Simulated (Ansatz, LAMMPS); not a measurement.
# Structural relaxation of a frame of liquid Al2O3 from 2500 K (95 atoms), part 2 of 3

Wanted: the relaxed structure of a frame of liquid Al2O3 from 2500 K (95 atoms) and its electronic structure.

Ansatz 0.2.0; Kohn-Sham DFT, PBE, PAW (set soft_2), plane waves.

The cell: 38 Al and 57 O. The network of bonds at the start is that of the classical potential that made the cell. Only the Γ point is sampled, in a cell whose shortest periodic width is 10 Å.

So far. Step 3 (Single point at the start): Neighbours are counted within 2.49 Å (O-Al).

### Step 4. Cell and atoms relaxed

Cell and atoms are freed together, to release stress as well as forces.

input.yaml reads:

```yaml
crystal:
  lattice:
    - [10.4611, 0.0, 0.0]
    - [0.0, 10.4611, 0.0]
    - [0.0, 0.0, 10.4611]
  atoms:
    [... the 95 atom lines of step 3 ...]
kpoints:
  mp_grid: { grid: [1, 1, 1] }
hamiltonian:
  xc: pbe
scf:
  occupations: { method: fermi_dirac, width: 0.215 }
output:
  forces: true
relax:
  f_tol: 0.03
  max_steps: 200
  cell: {}
```

On the command line:

```
> ansatz run input.yaml --threads 4 --pin off --max-ram 8192MiB --backend cpu --events-out ev --progress --plain --runs-dir out
```

Numbers of over 12 decimals in the logs are rounded to 6 here.

The program printed:

```text
[...]
Crystal: 95 atoms, lattice volume = 1144.806 Å³
Basis set: ecut = 420 eV, 22335 PW (Γ), exchange–correlation on 144×144×144 points (8 copies of the dense FFT grid, shifted against one another)
Bands: 338, of which v1, the nominal top of the filled ones, is band 228 counted from 1 (227 counted from 0)
Symmetry: 1 space group operations
[...]
k-points: 1
[...]
SCF iter   1: F=—  HF=-52852.661261 eV  |F-HF|=—  |Δ(HF+E_count)|=         —  Δρ=3.39e-3  dr2=1.65e-1  ethr=1.77e-3  ⟨swp⟩=5.0  Hψ=1442  notcnv=0  defer=44
[...]
SCF iter  11: F=-52852.655546 eV  HF=-52852.655546 eV  |F-HF|=6.33e-10  |Δ(HF+E_count)|=   4.15e-8  Δρ=1.68e-6  dr2=2.99e-8  ethr=2.19e-11  ⟨swp⟩=4.0  Hψ=917  notcnv=0
SCF 1 converged in 11 iterations: F = -52852.655546 eV  dr2 = 2.99e-8
[...]
relax step   1: F+E_penalty+E_count = -52852.65554579 eV  Δ(F+E_penalty+E_count) = +0.000e0 eV  max|allowed force component| = 1.099e1 eV/Å  Δτ_max = 0.0000 Å  P = +6.817 GPa  Ω = 1144.806 Å³  (11 SCF iters, dr2 threshold 1.00e-7 eV, accepted)
[... from here on, the SCF cycles and remarks between the steps are left out ...]
relax step   2: F+E_penalty+E_count = -52870.61434165 eV  Δ(F+E_penalty+E_count) = -1.796e1 eV  max|allowed force component| = 5.936e0 eV/Å  Δτ_max = 0.1994 Å  P = +2.015 GPa  Ω = 1148.941 Å³  energy of the carried Pulay correction = -1.573e-2 eV  (8 SCF iters, dr2 threshold 9.50e-6 eV, accepted)
relax step   3: F+E_penalty+E_count = -52881.33174347 eV  Δ(F+E_penalty+E_count) = -1.072e1 eV  max|allowed force component| = 1.742e0 eV/Å  Δτ_max = 0.1980 Å  P = +0.837 GPa  Ω = 1136.895 Å³  energy of the carried Pulay correction = +3.025e-2 eV  (8 SCF iters, dr2 threshold 9.50e-6 eV, accepted)
relax step   4: F+E_penalty+E_count = -52884.55615878 eV  Δ(F+E_penalty+E_count) = -3.224e0 eV  max|allowed force component| = 1.032e0 eV/Å  Δτ_max = 0.1960 Å  P = +0.358 GPa  Ω = 1134.318 Å³  energy of the carried Pulay correction = +4.016e-2 eV  (8 SCF iters, dr2 threshold 9.50e-6 eV, accepted)
relax step   5: F+E_penalty+E_count = -52886.05552570 eV  Δ(F+E_penalty+E_count) = -1.499e0 eV  max|allowed force component| = 9.474e-1 eV/Å  Δτ_max = 0.1724 Å  P = -0.726 GPa  Ω = 1137.639 Å³  energy of the carried Pulay correction = +2.740e-2 eV  (7 SCF iters, dr2 threshold 9.50e-6 eV, accepted)
relax step   6: F+E_penalty+E_count = -52887.28310174 eV  Δ(F+E_penalty+E_count) = -1.228e0 eV  max|allowed force component| = 7.251e-1 eV/Å  Δτ_max = 0.2000 Å  P = -0.508 GPa  Ω = 1135.449 Å³  energy of the carried Pulay correction = +3.581e-2 eV  (7 SCF iters, dr2 threshold 9.50e-6 eV, accepted)
relax step   7: F+E_penalty+E_count = -52888.23983110 eV  Δ(F+E_penalty+E_count) = -9.567e-1 eV  max|allowed force component| = 4.765e-1 eV/Å  Δτ_max = 0.1951 Å  P = -0.297 GPa  Ω = 1133.021 Å³  energy of the carried Pulay correction = +4.515e-2 eV  (7 SCF iters, dr2 threshold 9.50e-6 eV, accepted)
relax step   8: F+E_penalty+E_count = -52889.14002005 eV  Δ(F+E_penalty+E_count) = -9.002e-1 eV  max|allowed force component| = 7.264e-1 eV/Å  Δτ_max = 0.2000 Å  P = -0.130 GPa  Ω = 1128.899 Å³  energy of the carried Pulay correction = +6.105e-2 eV  (7 SCF iters, dr2 threshold 9.50e-6 eV, accepted)
relax step   9: F+E_penalty+E_count = -52889.80150800 eV  Δ(F+E_penalty+E_count) = -6.615e-1 eV  max|allowed force component| = 8.789e-1 eV/Å  Δτ_max = 0.1962 Å  P = +0.228 GPa  Ω = 1123.989 Å³  energy of the carried Pulay correction = +8.006e-2 eV  (7 SCF iters, dr2 threshold 9.50e-6 eV, accepted)
relax step  10: F+E_penalty+E_count = -52890.45006640 eV  Δ(F+E_penalty+E_count) = -6.486e-1 eV  max|allowed force component| = 7.717e-1 eV/Å  Δτ_max = 0.2000 Å  P = +0.255 GPa  Ω = 1122.119 Å³  energy of the carried Pulay correction = +8.733e-2 eV  (7 SCF iters, dr2 threshold 9.50e-6 eV, accepted)
relax step  11: F+E_penalty+E_count = -52891.08773766 eV  Δ(F+E_penalty+E_count) = -6.377e-1 eV  max|allowed force component| = 4.174e-1 eV/Å  Δτ_max = 0.2000 Å  P = +0.130 GPa  Ω = 1120.704 Å³  energy of the carried Pulay correction = +9.283e-2 eV  (7 SCF iters, dr2 threshold 9.50e-6 eV, accepted)
relax step  12: F+E_penalty+E_count = -52891.50363224 eV  Δ(F+E_penalty+E_count) = -4.159e-1 eV  max|allowed force component| = 4.700e-1 eV/Å  Δτ_max = 0.2000 Å  P = +0.056 GPa  Ω = 1119.114 Å³  energy of the carried Pulay correction = +9.903e-2 eV  (7 SCF iters, dr2 threshold 9.50e-6 eV, accepted)
relax step  13: F+E_penalty+E_count = -52891.81739923 eV  Δ(F+E_penalty+E_count) = -3.138e-1 eV  max|allowed force component| = 3.372e-1 eV/Å  Δτ_max = 0.1948 Å  P = +0.000 GPa  Ω = 1117.527 Å³  energy of the carried Pulay correction = +1.052e-1 eV  (7 SCF iters, dr2 threshold 9.50e-6 eV, accepted)
relax step  14: F+E_penalty+E_count = -52892.14307641 eV  Δ(F+E_penalty+E_count) = -3.257e-1 eV  max|allowed force component| = 2.156e-1 eV/Å  Δτ_max = 0.2000 Å  P = +0.009 GPa  Ω = 1114.600 Å³  energy of the carried Pulay correction = +1.167e-1 eV  (7 SCF iters, dr2 threshold 7.11e-6 eV, accepted)
[...]
relax step  21: F+E_penalty+E_count = -52892.87110881 eV  Δ(F+E_penalty+E_count) = -7.058e-2 eV  max|allowed force component| = 3.721e-1 eV/Å  Δτ_max = 0.0959 Å  P = +0.003 GPa  Ω = 1115.561 Å³  energy of the carried Pulay correction = +1.129e-1 eV  (6 SCF iters, dr2 threshold 9.27e-6 eV, accepted)
relax step  22: F+E_penalty+E_count = -52892.97328728 eV  Δ(F+E_penalty+E_count) = -1.022e-1 eV  max|allowed force component| = 1.003e-1 eV/Å  Δτ_max = 0.1500 Å  P = +0.024 GPa  Ω = 1116.642 Å³  energy of the carried Pulay correction = +1.087e-1 eV  (7 SCF iters, dr2 threshold 8.66e-6 eV, accepted)
relax step  23: F+E_penalty+E_count = -52893.01251165 eV  Δ(F+E_penalty+E_count) = -3.922e-2 eV  max|allowed force component| = 1.504e-1 eV/Å  Δτ_max = 0.1589 Å  P = +0.005 GPa  Ω = 1119.067 Å³  energy of the carried Pulay correction = +9.921e-2 eV  (9 SCF iters, dr2 threshold 6.28e-7 eV, accepted)
relax step  24: F+E_penalty+E_count = -52893.01703345 eV  Δ(F+E_penalty+E_count) = -4.522e-3 eV  max|allowed force component| = 1.058e-1 eV/Å  Δτ_max = 0.1654 Å  P = -0.011 GPa  Ω = 1121.357 Å³  energy of the carried Pulay correction = +9.029e-2 eV  (7 SCF iters, dr2 threshold 1.41e-6 eV, accepted)
relax step  25: F+E_penalty+E_count = -52893.01753347 eV  Δ(F+E_penalty+E_count) = -5.000e-4 eV  max|allowed force component| = 1.982e-1 eV/Å  Δτ_max = 0.0322 Å  P = -0.003 GPa  Ω = 1120.754 Å³  energy of the carried Pulay correction = +9.264e-2 eV  (7 SCF iters, dr2 threshold 7.00e-7 eV, rejected (line search))
relax step  26: F+E_penalty+E_count = -52893.02243090 eV  Δ(F+E_penalty+E_count) = -5.397e-3 eV  max|allowed force component| = 4.315e-2 eV/Å  Δτ_max = 0.0161 Å  P = -0.008 GPa  Ω = 1120.940 Å³  energy of the carried Pulay correction = +9.191e-2 eV  (10 SCF iters, accepted)
relax step  27: F+E_penalty+E_count = -52893.02529578 eV  Δ(F+E_penalty+E_count) = -2.865e-3 eV  max|allowed force component| = 8.690e-3 eV/Å  Δτ_max = 0.0189 Å  P = -0.004 GPa  Ω = 1120.508 Å³  energy of the carried Pulay correction = +9.359e-2 eV  (7 SCF iters, dr2 threshold 1.16e-7 eV, accepted)
relax step  28: F+E_penalty+E_count = -52893.20777025 eV  Δ(F+E_penalty+E_count) = -1.825e-1 eV  max|allowed force component| = 9.180e-3 eV/Å  Δτ_max = 0.0000 Å  P = +0.175 GPa  Ω = 1120.508 Å³  stress off target by 9.22e-1 GPa  SCF on the basis re-selected at this cell (its energy is not comparable with the rows above)  (8 SCF iters)
relax step  29: F+E_penalty+E_count = -52893.20886613 eV  Δ(F+E_penalty+E_count) = -1.096e-3 eV  max|allowed force component| = 5.438e-2 eV/Å  Δτ_max = 0.0825 Å  P = -0.052 GPa  Ω = 1123.259 Å³  energy of the carried Pulay correction = -1.189e-2 eV  (7 SCF iters, dr2 threshold 2.13e-6 eV, accepted)
relax step  30: F+E_penalty+E_count = -52893.23732993 eV  Δ(F+E_penalty+E_count) = -2.846e-2 eV  max|allowed force component| = 2.316e-2 eV/Å  Δτ_max = 0.0281 Å  P = +0.010 GPa  Ω = 1122.282 Å³  energy of the carried Pulay correction = -7.563e-3 eV  (7 SCF iters, dr2 threshold 1.14e-6 eV, accepted)
relax step  31: F+E_penalty+E_count = -52893.24306821 eV  Δ(F+E_penalty+E_count) = -5.738e-3 eV  max|allowed force component| = 2.296e-2 eV/Å  Δτ_max = 0.0000 Å  P = +0.026 GPa  Ω = 1122.282 Å³  stress off target by 1.39e-1 GPa  SCF on the basis re-selected at this cell (its energy is not comparable with the rows above)  (7 SCF iters)
relax step  32: F+E_penalty+E_count = -52893.24325289 eV  Δ(F+E_penalty+E_count) = -1.847e-4 eV  max|allowed force component| = 6.098e-3 eV/Å  Δτ_max = 0.0092 Å  P = +0.006 GPa  Ω = 1122.631 Å³  energy of the carried Pulay correction = -1.338e-3 eV  (7 SCF iters, dr2 threshold 4.81e-8 eV, accepted)
relax step  33: F+E_penalty+E_count = -52893.24622698 eV  Δ(F+E_penalty+E_count) = -2.974e-3 eV  max|allowed force component| = 6.170e-3 eV/Å  Δτ_max = 0.0000 Å  P = +0.007 GPa  Ω = 1122.631 Å³  stress off target by 1.61e-2 GPa  SCF on the basis re-selected at this cell (its energy is not comparable with the rows above)  (5 SCF iters)
[...]
SCF converged after 5 iterations
Free energy (F): -52893.246227 eV
[...]
Internal energy: -52893.240276 eV  (E = F + TS)
E sigma→0 (E₀):  -52893.243252 eV
Entropy (-TS):   -0.005951 eV (-0.063 meV/atom)
Fermi energy:    6.116889 eV
[...]
--- Forces (eV/Å), atoms counted from 1 ---
  atom   1  Al    -0.00323859     0.00000446    -0.00025325
  atom   2  Al    -0.00122492    -0.00338666    -0.00189472
  atom   3  Al     0.00106914     0.00179800     0.00159463
  atom   4  Al    -0.00394703     0.00052145    -0.00155855
  atom   5  Al    -0.00075525    -0.00138872     0.00164975
  atom   6  Al    -0.00063393     0.00087788     0.00061242
  atom   7  Al     0.00305510     0.00319359     0.00109752
  atom   8  Al    -0.00202723     0.00076711    -0.00018520
  atom   9  Al    -0.00081998    -0.00094773     0.00276213
  atom  10  Al    -0.00038089    -0.00318178     0.00241268
  atom  11  Al    -0.00347829     0.00282803     0.00010570
  atom  12  Al     0.00137177     0.00101794     0.00081905
  atom  13  Al     0.00324629    -0.00401116    -0.00190170
  atom  14  Al    -0.00255127    -0.00085860    -0.00042534
[...]
atom  94  O      0.00054354    -0.00002997     0.00064485
  atom  95  O     -0.00049125    -0.00135283    -0.00055599
  max |Σ_I F_I| component: 4.03e-5 eV/Å
--- Stress (GPa, compression-positive) ---
        0.004902       0.003760      -0.002210
        0.003781       0.007983      -0.006389
       -0.002194      -0.006395       0.008229
  P = ⅓ Tr σ = 0.0070 GPa (0.070 kbar)
--- Relaxed structure (30 steps of the walk, 28 accepted, 3 SCFs on fresh bases) ---
  F+E_penalty+E_count = -52893.24622698 eV   max|allowed force component| = 6.170e-3 eV/Å   (the final SCF, on the basis selected at the relaxed cell)
  cell:  # Å, volume = 1122.6314 Å³
    - [10.272132, 0.272091, -0.090685]
    - [0.272091, 10.466141, -0.698292]
    - [-0.090685, -0.698292, 10.496450]
  atoms:
    - { symbol: Al, position: [0.825671, 0.092284, 0.313460] }
    - { symbol: Al, position: [0.605503, 0.782383, 0.622168] }
    - { symbol: Al, position: [0.496423, 0.534323, 0.518210] }
    - { symbol: Al, position: [0.047396, 0.318626, 0.303812] }
[...]
- { symbol: O, position: [0.179398, 0.471030, 0.754824] }
```

Run time: 5.7 min. Hardware: 4 threads of Arm Neoverse V1, shared host; peak memory 1.3 GiB; 21 min of CPU time.

Step by step (22 of 33):

```
step  energy less that of the first step (eV)  largest force component (eV/Å)  pressure (GPa)  volume (Å³)
   1                                   0.0000                         10.9889            6.82      1144.81
   3                                 -28.6762                          1.7418            0.84      1136.90
   4                                 -31.9006                          1.0321            0.36      1134.32
   6                                 -34.6276                          0.7251           -0.51      1135.45
   7                                 -35.5843                          0.4765           -0.30      1133.02
   9                                 -37.1460                          0.8789            0.23      1123.99
  10                                 -37.7945                          0.7717            0.25      1122.12
  12                                 -38.8481                          0.4700            0.06      1119.11
  13                                 -39.1619                          0.3372            0.00      1117.53
  15                                 -39.7367                          0.1531           -0.06      1112.00
  16                                 -39.8412                          0.1779            0.05      1113.26
  18                                 -40.1009                          0.4124           -0.05      1116.91
  19                                 -39.7262                          0.9955            0.56      1111.24
  21                                 -40.2156                          0.3721            0.00      1115.56
  22                                 -40.3177                          0.1003            0.02      1116.64
  24                                 -40.3615                          0.1058           -0.01      1121.36
  25                                 -40.3620                          0.1982            0.00      1120.75
  27                                 -40.3697                          0.0087            0.00      1120.51
 28*                                 -40.5522                          0.0092            0.17      1120.51
  30                                 -40.5818                          0.0232            0.01      1122.28
 31*                                 -40.5875                          0.0230            0.03      1122.28
 33*                                 -40.5907                          0.0062            0.01      1122.63
```

Relaxation steps marked * repeat the geometry before them on a plane-wave basis chosen anew for their cell, so energy and pressure can jump there. Other such steps can lie between the rows shown. Relaxation steps 19, 25 were tried and not accepted.

```
     cell as run  before   after  change
           a (Å)  10.461  10.276  -1.8 %
           b (Å)  10.461  10.493  +0.3 %
           c (Å)  10.461  10.520  +0.6 %
           α (°)   90.00   97.63  +8.5 %
           β (°)   90.00   91.10  +1.2 %
           γ (°)   90.00   86.97  -3.4 %
volume (Å³/atom)   12.05   11.82  -1.9 %
```

The atoms that moved most (Å, as changes of fractional coordinates times the final cell):

```
atom      dx      dy      dz  length
 O86  -0.527  -0.369   1.861   1.969
 O61  -0.487   0.825   1.124   1.477
 O40  -0.321   0.205   1.320   1.374
Al25   0.628  -0.473   1.071   1.329
Al32  -0.933   0.558   0.676   1.280
 Al6  -0.455   0.034  -1.162   1.249
 O42   1.034   0.075  -0.600   1.198
 O57   0.618   0.552   0.734   1.107
```

The relaxation changed the energy by -427 meV/atom, and atoms moved by 0.67 Å r.m.s., 2.0 Å at most.

### Step 5. Local order after relaxation

Bonds before and after, by the cutoffs listed below:

```
pair  bonds before  bonds after  mean before (Å)  mean after (Å)  spread before (Å)  spread after (Å)
O-Al           151          165            1.829           1.831              0.180             0.084
```

Density 2.87 g/cm³, 11.82 Å³ an atom.

g(r), total and by pair (bins of 0.1 Å):

```
r (Å)  total   O-O  O-Al  Al-Al
 1.55   0.00  0.00  0.00   0.00
 1.65   0.07  0.00  0.15   0.00
 1.75   3.91  0.00  8.15   0.00
 1.85   4.35  0.00  9.05   0.00
 1.95   1.15  0.00  2.39   0.00
 2.05   0.24  0.00  0.49   0.00
 2.15   0.04  0.00  0.09   0.00
 2.25   0.04  0.00  0.08   0.00
 2.35   0.11  0.30  0.00   0.00
 2.45   0.50  1.19  0.14   0.00
 2.55   0.31  0.77  0.00   0.19
 2.65   0.90  1.88  0.06   1.24
 2.75   1.07  2.26  0.16   1.15
 2.85   1.50  3.03  0.25   1.83
 2.95   1.52  3.04  0.28   1.85
 3.05   1.47  2.53  0.53   1.87
 3.15   1.20  0.89  0.62   3.62
 3.25   1.20  1.31  0.74   2.34
 3.35   1.06  0.93  0.96   1.66
 3.45   0.83  0.65  0.80   1.36
 3.55   0.85  0.65  1.15   0.39
 3.65   0.85  0.74  1.05   0.46
 3.75   0.76  0.43  1.11   0.44
 3.85   0.76  0.37  1.20   0.33
 3.95   0.95  0.42  1.46   0.64
 4.05   1.04  0.70  1.43   0.60
 4.15   1.10  0.41  1.68   0.94
 4.25   1.05  0.73  1.46   0.55
 4.35   1.20  0.67  1.76   0.72
 4.45   1.06  0.78  1.44   0.56
 4.55   1.18  0.90  1.42   1.08
 4.65   1.12  1.25  1.09   0.91
 4.75   1.21  1.07  1.26   1.37
 4.85   0.81  1.03  0.58   1.00
 4.95   0.92  1.32  0.57   1.06
 5.05   0.95  1.32  0.71   0.83
```

Bonds by pair of elements; cutoffs follow the first minimum of g(r), held within bounds set by covalent radii, and pairs that aren't listed don't count as bonded:

```
pair A-B  cutoff (Å)  bonds  mean length (Å)  spread (Å)  shortest (Å)  B about A  A about B
    O-Al        2.33    165             1.83       0.084          1.70       2.90       4.34
```

How many atoms have how many bonded neighbours:

```
element  mean  2   3   4   5
     Al  4.34  0   0  25  13
      O  2.90  8  47   2   0
```

Bond angles, per cent of each kind in bins of 5°:

```
angle (°)  O-Al-O  Al-O-Al
    70–75     0.4      0.0
    75–80     5.4      0.0
    80–85     5.4      0.6
    85–90     7.1      3.7
    90–95     7.9     11.8
   95–100    12.1      7.4
  100–105     7.5      5.6
  105–110    15.0      6.2
  110–115    11.1     13.7
  115–120     9.6      9.3
  120–125     4.6     11.2
  125–130     2.1      8.1
  130–135     2.5      8.7
  135–140     1.1      3.1
  140–145     0.7      3.7
  145–150     2.1      3.7
  150–155     1.4      0.6
  155–160     0.7      0.0
  160–165     1.1      1.2
  165–170     1.1      0.6
  170–175     0.4      0.6
  175–180     0.7      0.0
```

Bond angles (no mean is given where the spread exceeds 20°):

```
  angle  count  mean (°)  spread (°)
 O-Al-O    280         -           -
Al-O-Al    161       116        18.2
```

Oxygen atoms by the number of network formers (Si, P, Ge, B, Al, As, Ga) bound to them:

```
network formers bound to O  O atoms  per cent
                         0        0         0
                         1        0         0
                         2        8        14
                         3       47      82.5
                         4        2       3.5
```

Network units: each former by its oxygen neighbours and how many of them bridge to another former:

```
former  O neighbours  bridging O  atoms
    Al             4           4     25
    Al             5           5     13
```

Bond length by coordination (bonds to H left out):

```
element  coordination  atoms  mean bond length (Å)
     Al             4     25                  1.79
     Al             5     13                  1.89
      O             2      8                  1.72
      O             3     47                  1.83
      O             4      2                  1.99
```

Rings of the network by King's shortest-path rule, up to 12 atoms, one path for each pair of neighbours; H, halogens, alkali and alkaline-earth atoms are left out, and the last column divides by all other atoms, bonded or not:

```
ring size (atoms)  rings  per network atom
                4     22             0.232
                6     44             0.463
                8     70             0.737
               10     31             0.326
               12      4             0.042
```

For some of the pairs, g(r) has its first main peak near 1.8 Å (O-Al). With the cutoffs above, 66 % of Al atoms have 4 and 82 % of O atoms have 3 bonded neighbours. 14 % of the oxygens bridge two formers (Al) and 0 % are non-bridging; 82 % join three; 4 % join four. The commonest Al unit has 4 oxygens, 4 of them shared with other formers (25 of 38 atoms). Bonds at O atoms with 2 neighbours average 1.72 Å, against 1.83 Å at those with 3. Rings of 8 atoms are the most common (41 % of those counted); sizes run from 4 to 12, where the search stops.

(Part 2 of 3 ends here.)

[Logs are printed without paths, hosts, clocks, repeated set-up lines and the standing remarks that a program may print on its own settings, such as how far it seeks lower states.]

[Hosts, paths, dates, database ids (printed as entryN), source tags and the programs' standing remarks are cut or masked in the printed files.]
